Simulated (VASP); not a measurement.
Set up this calculation in VASP 6.6.1, as the native input.

| Property | Result |
| --- | --- |
| Task | dielectric tensor |
| Functional | PBE |
| Potentials or basis | VASP PAW PBE potentials, release 64 (Cu, I) |
| Cutoff | 600 eV |
| k mesh | 12 × 12 × 12 |
| Occupations | gaussian, width 0.03 eV |
| Spin | no spin polarisation |
| Monkhorst-Pack mesh | yes |
| Further INCAR settings | ALGO = Normal; EDIFF = 1e-08 |

The structure of CuI (Marshite) lies in POSCAR:

```
CuI                                     
1.0
    0.0000000000      3.0408774894      3.0408774894
    3.0408774894      0.0000000000      3.0408774894
    3.0408774894      3.0408774894      0.0000000000
  Cu              I             
     1     1
Direct
     0.2500000000000000    0.2500000000000000    0.2500000000000000
     0.0000000000000000    1.0000000000000000    1.0000000000000000
```

One way to write it, as run:

INCAR

```
  PREC = Accurate
  ENCUT = 600
  EDIFF = 1E-8
  ISMEAR = 0
  SIGMA = 0.03
  LREAL = F
  LASPH = T
  NELM = 80
  ALGO = Normal
  ISIF = 2
  LWAVE = F
  LCHARG = F
  GGA = PE
  LEPSILON = T
```

KPOINTS

```
regular mesh
0
Monkhorst-Pack
  12 12 12
```

Potentials or basis: VASP PAW PBE potentials, release 64 (Cu, I).

Launch:

```console
$ cat potpaw_PBE.64/Cu/POTCAR potpaw_PBE.64/I/POTCAR > POTCAR
$ mpirun -np 1 vasp_std > vasp.out
```

Results of the run:

- Electronic dielectric tensor (diagonal): 6.31
- Born charges (mean of the diagonal): Cu +1.12; I -1.12 e

Wall time 29 min on 1 thread of Intel(R) Xeon(R) 6975P-C (Granite Rapids), with other jobs on the host, peak memory 1.9 GiB.
